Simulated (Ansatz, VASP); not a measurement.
# B11P12 (V_B) in two plane-wave programs, part 2 of 3

Aim: how closely do two programs agree when they are given the same cell, functional and k mesh? The cell is taken from a series of runs on this material, whose earlier steps may have relaxed, scaled, displaced or heated it; both programs get it as it stands.

VASP 6.6.1 and Ansatz 0.2.0.

So far: Set-up; Ansatz: single point, r2SCAN, pair 1.

## Step 3: VASP: single point, r2SCAN, pair 1

Level of this step: r2SCAN, spin-polarised from a ferromagnetic start; plane waves and PAW (B, P) (VASP).

The same cell, functional, mesh and smearing now go to VASP, with its own data sets.

Lines of VASP's logs that name or quote its potential files are left out, and so is its time.

File INCAR:

```
SYSTEM = B11P12
PREC = Accurate
ENCUT = 460
EDIFF = 1E-06
NELM = 200
ISMEAR = -1
SIGMA = 0.01
LREAL = .FALSE.
ALGO = Normal
METAGGA = R2SCAN
LASPH = .TRUE.
NBANDS = 82
ISPIN = 2
MAGMOM = 0 0 0 0.01 0.02 0 0.01 0.02 0 0.01 0.04 0.02 0.03 0.17 0.01 0.03 0.01 0.01 0.03 0.01 0 0.01 0.01
LORBIT = 11
LWAVE = .FALSE.
LCHARG = .FALSE.
ISIF = 2
NUPDOWN = 1
GGA_COMPAT = .FALSE.
LMIXTAU = .TRUE.
KPAR = 4
```

File POSCAR:

```
B11P12
1.0
    0.0000000000      4.5363708171      4.5363708171
    4.5363708171      0.0000000000      4.5363708171
    6.8045562257      6.8045562257      0.0000000000
B P
11 12
Direct
    0.9988772039      0.0037356793      0.9985924363
    0.9983710296      0.0031393914      0.3336131187
    0.0045298359      0.0109265313      0.6600283213
    0.0004431069      0.4999152808      0.0013557592
    0.0015271976      0.5000158743      0.3354227505
    0.0074709931      0.4975712674      0.6594318576
    0.4950601775      0.0049290661      0.0015906200
    0.4951703333      0.0059908497      0.3356004192
    0.4926502544      0.0118622475      0.6595146729
    0.4962346711      0.5008854427      0.0003218559
    0.4936567736      0.4982393308      0.3418575578
    0.3769774010      0.3813352363      0.2469872732
    0.3814956575      0.3859084081      0.5906813825
    0.3765195030      0.3811020379      0.9083999600
    0.3755787439      0.8742892247      0.2506357695
    0.3784128842      0.8605646965      0.5859633943
    0.3764434358      0.8783510401      0.9120738214
    0.8697281238      0.3804243770      0.2505030057
    0.8549166951      0.3849248202      0.5856721944
    0.8737731489      0.3812870822      0.9119522024
    0.8723245828      0.8770229696      0.2500734816
    0.8718889150      0.8768630203      0.5843645361
    0.8737714736      0.8788473439      0.9129409053
```

File KPOINTS:

```
Automatic mesh
0
Gamma
3 3 3
0 0 0
```

Potentials, in the order of the species: B and P (PBE family, release 64).

Command:

```bash
$ mpirun -np 4 vasp_std
```

Numbers of over 12 decimals in the logs are rounded to 6 here.

The program printed:

```text
[banner, memory and clock lines left out]
running    4 mpi-ranks, on    1 nodes
 distrk:  each k-point on    1 cores,    4 groups
 distr:  one band on    1 cores,    1 groups

 POSCAR found type information on POSCAR B P
 POSCAR found :  2 types and      23 ions
|                                                                             |
|               ----> ADVICE to this user running VASP <----                  |
|                                                                             |
|     You have a (more or less) 'large supercell' and for larger cells it     |
|     might be more efficient to use real-space projection operators.         |
|     Therefore, try LREAL= Auto in the INCAR file.                           |
|     Mind: For very accurate calculation, you might also keep the            |
|     reciprocal projection scheme (i.e. LREAL=.FALSE.).                      |
|                                                                             |

|                                                                             |
|               ----> ADVICE to this user running VASP <----                  |
|                                                                             |
|     You enforced a specific xc type in the INCAR file but a different       |
|     [... a line on the potential file left out ...]
|     I HOPE YOU KNOW WHAT YOU ARE DOING!                                     |
|                                                                             |

 LDA part: xc-table for (None), standard interpolation
 POSCAR, INCAR and KPOINTS ok, starting setup
 FFT: planning ... GRIDC
 FFT: planning ... GRID_SOFT
 FFT: planning ... GRID
 WAVECAR not read
 entering main loop
       N       E                     dE             d eps       ncg     rms          rms(c)
DAV:   1     0.170406047939E+03    0.17041E+03   -0.37861E+04  4592   0.942E+02
DAV:   2    -0.196688383050E+03   -0.36709E+03   -0.34167E+03  5638   0.182E+02
DAV:   3    -0.217152418782E+03   -0.20464E+02   -0.20143E+02  5784   0.387E+01
DAV:   4    -0.217403372473E+03   -0.25095E+00   -0.24990E+00  5792   0.485E+00
DAV:   5    -0.217407379924E+03   -0.40075E-02   -0.40039E-02  5824   0.573E-01    0.261E+01
DAV:   6    -0.204645535005E+03    0.12762E+02   -0.10578E+01  5446   0.927E+00    0.157E+01
DAV:   7    -0.193591815743E+03    0.11054E+02   -0.31047E+00  5384   0.508E+00    0.449E+00
DAV:   8    -0.195144943834E+03   -0.15531E+01   -0.29879E+00  5096   0.542E+00    0.170E+00
DAV:   9    -0.195767873555E+03   -0.62293E+00   -0.49147E-01  5016   0.250E+00    0.937E-01
DAV:  10    -0.195755414488E+03    0.12459E-01   -0.27576E-02  5528   0.635E-01    0.434E-01
DAV:  11    -0.195765047475E+03   -0.96330E-02   -0.18513E-02  5024   0.576E-01    0.246E-01
DAV:  12    -0.195772628676E+03   -0.75812E-02   -0.32219E-03  5136   0.189E-01    0.958E-02
DAV:  13    -0.195773580084E+03   -0.95141E-03   -0.50168E-04  5288   0.896E-02    0.531E-02
DAV:  14    -0.195773558740E+03    0.21345E-04   -0.84396E-05  5304   0.318E-02    0.409E-02
DAV:  15    -0.195773524962E+03    0.33778E-04   -0.45842E-05  5104   0.268E-02    0.139E-02
DAV:  16    -0.195773575726E+03   -0.50764E-04   -0.25032E-05  5096   0.171E-02    0.951E-03
DAV:  17    -0.195773580283E+03   -0.45567E-05   -0.18099E-06  4248   0.565E-03    0.573E-03
DAV:  18    -0.195773580800E+03   -0.51667E-06   -0.30150E-07  3008   0.206E-03
   1 F= -.19577358E+03 E0= -.19577231E+03  d E =-.253172E-02  mag=     1.0000
```

Parts of OUTCAR (step 3):

```text
ion  position               nearest neighbor table
   1  0.999  0.004  0.999-  21 1.98  20 1.98  17 1.98  23 1.98
   2  0.998  0.003  0.334-  22 1.97  15 1.98  18 1.98  21 1.98
   3  0.005  0.011  0.660-  16 1.96  19 1.96  23 1.99  22 1.99
   4  0.000  0.500  0.001-  18 1.96  14 1.97  23 1.99  20 1.99
   5  0.002  0.500  0.335-  12 1.97  19 1.97  21 1.98  18 1.98
   6  0.007  0.498  0.659-  13 1.97  19 1.97  20 1.98  22 1.99
   7  0.495  0.005  0.002-  15 1.96  14 1.97  23 1.98  17 1.99
   8  0.495  0.006  0.336-  12 1.97  16 1.97  21 1.98  15 1.98
   9  0.493  0.012  0.660-  13 1.97  16 1.97  17 1.99  22 1.99
  10  0.496  0.501  0.000-  12 1.94  17 1.98  14 1.98  20 1.98
  11  0.494  0.498  0.342-  13 1.96  15 1.97  18 1.97  12 1.97
  12  0.377  0.381  0.247-  10 1.94   8 1.97   5 1.97  11 1.97
  13  0.381  0.386  0.591-  11 1.96   6 1.97   9 1.97
  14  0.377  0.381  0.908-   4 1.97   7 1.97  10 1.98
  15  0.376  0.874  0.251-   7 1.96  11 1.97   2 1.98   8 1.98
  16  0.378  0.861  0.586-   3 1.96   8 1.97   9 1.97
  17  0.376  0.878  0.912-  10 1.98   1 1.98   9 1.99   7 1.99
  18  0.870  0.380  0.251-   4 1.96  11 1.97   2 1.98   5 1.98
  19  0.855  0.385  0.586-   3 1.96   5 1.97   6 1.97
  20  0.874  0.381  0.912-   1 1.98  10 1.98   6 1.98   4 1.99
  21  0.872  0.877  0.250-   5 1.98   8 1.98   1 1.98   2 1.98
  22  0.872  0.877  0.584-   2 1.97   9 1.99   6 1.99   3 1.99
  23  0.874  0.879  0.913-   1 1.98   7 1.98   4 1.99   3 1.99

  LATTYP: Found a face centered orthorhombic cell.
 ALAT       =     6.4153971335
 B/A-ratio  =     1.7320508076
 C/A-ratio  =     2.4494897428

 Subroutine GETGRP returns: Found  1 space group operations
 (whereof  1 operations were pure point group operations)

The static configuration has the point symmetry C_1 .

 Found     14 irreducible k-points:

   k-points           NKPTS =     14   k-points in BZ     NKDIM =     14   number of bands    NBANDS=     82

   dimension x,y,z NGX =    48 NGY =   48 NGZ =   70
   dimension x,y,z NGXF=    96 NGYF=   96 NGZF=  140

   ENCUT  =  460.0 eV  33.81 Ry    5.81 a.u.  11.22 11.22 16.83*2*pi/ulx,y,z

   NELECT =      93.0000    total number of electrons

 k-points in reciprocal lattice and weights: Automatic mesh
   0.00000000  0.00000000  0.00000000       0.037
   0.33333333  0.00000000  0.00000000       0.074
   0.00000000 -0.33333333  0.00000000       0.074
   0.00000000  0.33333333  0.33333333       0.074
  -0.33333333  0.00000000 -0.33333333       0.074
   0.33333333  0.33333333  0.00000000       0.074
   0.33333333  0.33333333 -0.33333333       0.074
  -0.33333333  0.33333333  0.00000000       0.074
   0.00000000  0.00000000  0.33333333       0.074
[...]
-0.33333333  0.33333333  0.33333333       0.074
  -0.33333333  0.33333333 -0.33333333       0.074

 average (electrostatic) potential at core
       1 -26.3232       2 -26.3376       3 -26.5040       4 -26.4641       5 -26.4542
       6 -26.5325       7 -26.4624       8 -26.4554       9 -26.5317      10 -26.4814
      11 -26.5345      12 -84.8357      13 -84.6433      14 -84.5669      15 -84.6934
      16 -84.5886      17 -84.5608      18 -84.6938      19 -84.5879      20 -84.5608
      21 -84.5964      22 -84.5675      23 -84.5339

 E-fermi :   6.6767

 spin component 1
 k-point     1 :       0.0000    0.0000    0.0000
  band No.  band energies     occupation
    ...
     41       5.6285      1.00000
     42       5.6842      1.00000
     43       5.9136      1.00000
     44       6.5522      1.00000
     45       6.6255      1.00000
     46       7.5438      0.00000
     47       8.1291      0.00000
     48       8.1523      0.00000
     49       8.7919      0.00000
     50       9.2396      0.00000
    ...

 k-point     2 :       0.3333    0.0000    0.0000
  band No.  band energies     occupation
    ...
     43       5.4407      1.00000
     44       5.9206      1.00000
     45       6.1022      1.00000
     46       6.1877      1.00000
     47       7.0479      0.72557
     48       7.5364      0.00000
     49       8.9012      0.00000
     50       9.4560      0.00000
     51      10.2031      0.00000
     52      10.4881      0.00000
    ...

 k-point     3 :       0.0000   -0.3333    0.0000
  band No.  band energies     occupation
    ...
     43       5.4401      1.00000
     44       5.9198      1.00000
     45       6.1057      1.00000
     46       6.1871      1.00000
     47       7.0470      0.74286
     48       7.5363      0.00000
     49       8.9014      0.00000
     50       9.4561      0.00000
     51      10.2024      0.00000
     52      10.4882      0.00000
    ...

 k-point     4 :       0.0000    0.3333    0.3333
  band No.  band energies     occupation
    ...
     43       5.3245      1.00000
     44       5.7367      1.00000
     45       5.8996      1.00000
     46       6.1427      1.00000
     47       6.6202      1.00000
     48       7.3590      0.00000
     49       9.5793      0.00000
     50       9.8103      0.00000
     51       9.9580      0.00000
     52      10.4020      0.00000
    ...

 k-point     5 :      -0.3333    0.0000   -0.3333
  band No.  band energies     occupation
    ...
     43       5.3237      1.00000
     44       5.7386      1.00000
     45       5.8993      1.00000
     46       6.1399      1.00000
     47       6.6211      1.00000
     48       7.3602      0.00000
     49       9.5793      0.00000
     50       9.8111      0.00000
     51       9.9579      0.00000
     52      10.4016      0.00000
    ...

 k-point     6 :       0.3333    0.3333    0.0000
  band No.  band energies     occupation
    ...
     43       5.4423      1.00000
     44       5.5459      1.00000
     45       6.0221      1.00000
     46       6.1601      1.00000
     47       6.6489      1.00000
     48       7.4524      0.00000
     49       8.8751      0.00000
     50       9.3442      0.00000
     51       9.6060      0.00000
     52       9.9651      0.00000
    ...

  Total       -4.6019052     -4.6092614     -4.5410634     -0.2236300     -0.6169979     -0.6114465
  in kB      -26.3269987    -26.3690829    -25.9789296     -1.2793629     -3.5297776     -3.4980190
  external PRESSURE =     -26.2250038 kB  Pullay stress =       0.0000000 kB

  energy-cutoff  :      460.00
  volume of cell :      280.06
      direct lattice vectors                 reciprocal lattice vectors
     0.000000000  4.536370817  4.536370817    -0.110220266  0.110220266  0.110220266
     4.536370817  0.000000000  4.536370817     0.110220266 -0.110220266  0.110220266
     6.804556226  6.804556226  0.000000000     0.073480178  0.073480178 -0.073480178

 POSITION                                       TOTAL-FORCE (eV/Angst)
 -----------------------------------------------------------------------------------
      6.81192     11.32626      4.54822        -0.086926     -0.086583     -0.018575
      2.28433      6.79907      4.54322        -0.060336     -0.062909     -0.028838
      4.54077      4.51175      0.07012         0.022293      0.046278     -1.407412
      2.27703      0.01124      2.26981        -0.275429     -0.837170      0.336834
      4.55066      2.28933      2.27519         0.149489     -0.639886     -0.180418
      6.74431      4.52103      2.29106         1.391289     -0.046911     -0.162613
      0.03318      2.25660      2.26814        -0.833971     -0.291068      0.341824
      2.31079      4.52989      2.27345        -0.636112      0.148237     -0.181789
      4.54152      6.72255      2.28866        -0.034431      1.381665     -0.163702
      2.27439      2.25329      4.52331        -0.435527     -0.430891      0.841376
      4.58639      4.56560      4.49961        -0.200464     -0.197077      0.807275
      3.41052      3.39075      3.43999         0.427879      0.408797     -0.984067
      5.76995      5.74993      3.48123        -0.986181     -0.998218     -0.690964
      7.91008      7.88929      3.43685         0.801745      0.799388     -0.803731
      5.67157      3.40923      5.66986         0.654348     -0.254446      0.035103
      7.89106      5.70384      5.62046         0.680402     -0.828788      1.042153
     10.19078      7.91394      5.69221         0.455043     -0.003534     -0.256783
      3.43031      5.64997      5.67116        -0.257721      0.654436      0.034970
      5.73140      7.86346      5.62438        -0.860102      0.710705      1.001115
      7.93509     10.16919      5.69342        -0.001926      0.454374     -0.260994
      5.68014      5.65883      7.93569         0.027331      0.017585      0.302983
      7.95412      7.93155      7.93299        -0.217227     -0.225340      0.358323
     10.19894     10.17591      7.95053         0.276534      0.281353      0.037930
 -----------------------------------------------------------------------------------
    total drift:                                0.000187     -0.000697     -0.000137

  FREE ENERGIE OF THE ION-ELECTRON SYSTEM (eV)
  ---------------------------------------------------
  free  energy   TOTEN  =      -195.7735807997 eV

  energy  without entropy=     -195.7710490777  energy(sigma->0) =     -195.77231494

 total charge
# of ion       s       p       d       tot
------------------------------------------
    1        0.676   1.243   0.000   1.920
    2        0.678   1.251   0.000   1.929
    3        0.686   1.217   0.000   1.903
    4        0.679   1.238   0.000   1.917
    5        0.680   1.242   0.000   1.922
    6        0.686   1.212   0.000   1.898
    7        0.679   1.238   0.000   1.917
    8        0.680   1.242   0.000   1.921
    9        0.686   1.212   0.000   1.898
   10        0.682   1.251   0.000   1.933
   11        0.683   1.248   0.000   1.931
   12        0.994   1.562   0.000   2.555
   13        1.033   1.473   0.000   2.507
   14        1.022   1.488   0.000   2.510
   15        0.991   1.569   0.000   2.560
   16        1.032   1.475   0.000   2.507
   17        0.990   1.570   0.000   2.559
   18        0.991   1.569   0.000   2.560
   19        1.032   1.475   0.000   2.507
   20        0.990   1.570   0.000   2.560
   21        0.989   1.573   0.000   2.562
   22        0.991   1.565   0.000   2.557
   23        0.990   1.568   0.000   2.558
--------------------------------------------------
tot         19.537  32.052   0.000  51.589

 magnetization (x)
# of ion       s       p       d       tot
------------------------------------------
    1        0.000   0.004   0.000   0.004
    2        0.000   0.003   0.000   0.003
    3        0.000   0.002   0.000   0.002
    4        0.001   0.009   0.000   0.011
    5        0.003   0.016   0.000   0.019
    6        0.001   0.004   0.000   0.005
    7        0.001   0.009   0.000   0.011
    8        0.003   0.016   0.000   0.018
    9        0.001   0.004   0.000   0.005
   10        0.002   0.011   0.000   0.013
   11        0.008   0.032   0.000   0.040
   12        0.004   0.024   0.000   0.028
   13        0.008   0.037   0.000   0.044
   14        0.037   0.205   0.000   0.243
   15        0.002   0.017   0.000   0.019
   16        0.005   0.031   0.000   0.037
   17        0.001   0.006   0.000   0.006
   18        0.002   0.017   0.000   0.019
   19        0.006   0.031   0.000   0.037
   20        0.001   0.006   0.000   0.007
   21        0.000   0.002   0.000   0.002
   22        0.001   0.006   0.000   0.007
   23        0.001   0.006   0.000   0.007
--------------------------------------------------
tot          0.088   0.497   0.000   0.586

[... 6 further parts left out ...]
```

The run ends at a pressure of -2.62 GPa, with forces up to 1.6 eV/Å.

## Step 4: Comparison

Known differences besides the potentials themselves: VASP starts from the moments at which Ansatz ended; VASP keeps PBE cores, Ansatz makes them for the functional; the cutoff is 500 eV in Ansatz and 460 eV in VASP; site moments are counted in spheres of each program's own size. Total energies have different zeros and are not compared.

The two programs side by side:

| quantity | Ansatz | VASP | difference |
| --- | --- | --- | --- |
| total moment, fixed by the input (μB) | 1.00 | 1.00 | 0.00 |
| moment on P14 (μB) | 0.17 | 0.24 | -0.07 |

Forces on 7 of the 23 atoms, those with the largest forces and the largest differences (eV/Å; atoms numbered as in POSCAR):

| atom | Ansatz x, y, z | VASP x, y, z |
| --- | --- | --- |
| B3 | 0.022, 0.046, -1.393 | 0.022, 0.046, -1.407 |
| B6 | 1.374, -0.047, -0.162 | 1.391, -0.047, -0.163 |
| B9 | -0.035, 1.365, -0.163 | -0.034, 1.382, -0.164 |
| P13 | -0.952, -0.965, -0.662 | -0.986, -0.998, -0.691 |
| P14 | 0.771, 0.768, -0.773 | 0.802, 0.799, -0.804 |
| P16 | 0.651, -0.798, 1.011 | 0.680, -0.829, 1.042 |
| P19 | -0.829, 0.681, 0.970 | -0.860, 0.711, 1.001 |

The forces differ by 14 meV/Å r.m.s., which is 2.4 % of the r.m.s. force of 0.573 eV/Å (both taken over all components).

## Step 5: Ansatz: single point, r2SCAN, pair 2

With cell and atoms fixed, the geometry can't cause a difference; cores, projectors, grids and the points listed under the comparison can.

The cell is taken from a series of runs on this material, whose earlier steps may have relaxed, scaled, displaced or heated it; both programs get it as it stands.

File input.yaml:

```yaml
crystal:
  checkpoint: "../qm2_M1.relax.run"
  host: checkpoint
basis:
  ecutwfc: 500
  xc_grid: 2
hamiltonian:
  xc: r2scan
  pseudopotentials: { kind: paw, azcp: { folder: soft_1 } }
kpoints:
  mp_grid: { grid: [3, 3, 3] }
scf:
  occupations: { method: fermi_dirac, width: 0.01 }
  max_iter: 60
output:
  forces: true
  eigenvalues: true
  charged_corrections: { defect_position: [0.5, 0.5, 0.666667] }
checkpoint:
  read: "../qm2_M1.relax.run"
  write: "../qm2_M1.point_neutral.run"
  compress: false
  write_wavefunctions: false
  write_every: 100000
magnetization:
  spin_polarized: true
  initial_magnetization: 1
  spin_locking: { lock_magnetization: hard }
```

Command:

```bash
$ ansatz run input.yaml --threads 4 --pin off --max-ram 7536MiB --backend cpu --events-out ev --progress --plain --runs-dir out
```

The program printed:

```text
[...]
Crystal: 23 atoms, lattice volume = 280.057 Å³
Basis set: ecut = 500 eV, 7111 PW (Γ), exchange–correlation on 96×96×144 points (8 copies of the dense FFT grid, shifted against one another)
Bands: 70, of which v1, the nominal top of the filled ones, is band 47 counted from 1 (46 counted from 0)
Symmetry: 1 space group operations
[...]
k-point 0 ↑: bands = [... 43 lower, 8.2619, 8.3358, 9.2646, 10.0117, 10.0146, 10.5049, 10.9362, 10.9891, ... 19 higher]
  k-point 1 ↑: bands = [... 43 lower, 7.9579, 8.2081, 8.2560, 9.7646, 9.8245, 10.5676, 10.7353, 10.8809, ... 19 higher]
  k-point 2 ↑: bands = [... 43 lower, 7.6453, 7.8713, 7.9300, 8.8328, 9.4391, 10.6395, 11.1703, 11.9171, ... 19 higher]
  k-point 13 ↓: bands = [... 43 lower, 6.7360, 7.3002, 7.8937, 8.6015, 9.2660, 12.2594, 12.6698, 12.7261, ... 19 higher]
[key lines of the parts left out:]
SCF converged after 14 iterations
Magnetization: 1.0000 μB (47.0000 up, 46.0000 down)
Free energy (F): -10839.557088 eV
Fermi energy:    8.727213 (↑ 8.864135, ↓ 8.590291) eV
```

[end of part 2 of 3]

[Lines on the potential files, build, host, timing and source positions are cut from VASP's logs without a mark.]

[Logs are printed without paths, hosts, clocks, repeated set-up lines and the standing remarks that a program may print on its own settings, such as how far it seeks lower states.]

[Hosts, paths, dates, database ids (printed as entryN), source tags and the programs' standing remarks are cut or masked in the printed files.]
